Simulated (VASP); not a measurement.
CoO:

```
Co O
1.0
     2.82845    0.00000    0.00000
    -1.41423    2.44951    0.00000
     0.00000    0.00000    2.72172
Co O
1 1
Direct
  0.00000 0.00000 0.50000
  0.66667 0.33333 0.00000
```

The cell was built by a generator and needn't be a form met in nature.

- Program: VASP 6.6.1
- Task: relaxation of cell and atoms
- Functional: PBE
- Dispersion: D4
- Potentials or basis: VASP PAW PBE potentials, release 64 (Co, O)
- Cutoff: 600 eV
- k mesh: 8 × 8 × 7
- Occupations: fermi-dirac, width 0.05 eV
- Spin: collinear spin, ferromagnetic start
- Starting moments: [2.0, 0.0] μB

At the start: pressure -2.6 GPa; volume 9.43 Å³/atom.

Problem. How do energy, volume and symmetry change on relaxing?

Solution. Over 8 steps the energy falls by 2.3 meV/atom and the volume is 9.22 Å³/atom (-2.2 %); space group P-6m2 (No. 187, to 0.05 Å); moment 3.00 μB per cell.

Step by step:
```
step  energy change (eV)  largest force (eV/Å)  pressure (GPa)  volume (Å³)
   1              0.0000                0.0000           -2.58        18.86
   2             -0.0044                0.0000            0.50        18.45
   3             -0.0045                0.0000            0.07        18.48
   4             -0.0045                0.0000           -0.13        18.49
   5             -0.0045                0.0000            0.01        18.49
   6             -0.0045                0.0000            0.04        18.47
   7             -0.0046                0.0000            0.04        18.47
   8             -0.0046                0.0000            0.09        18.45
```

Final structure:
```
Co O
1.0
     2.80455    0.00000    0.00000
    -1.40228    2.42881    0.00000
     0.00000    0.00000    2.70840
Co O
1 1
Direct
  0.00000 0.00000 0.50000
  0.66667 0.33333 0.00000
```

Caveat: a cell with one magnetic atom can't hold antiferromagnetic order, which such compounds often take; pairwise dispersion overbinds metals, which lowers pressure and volume.
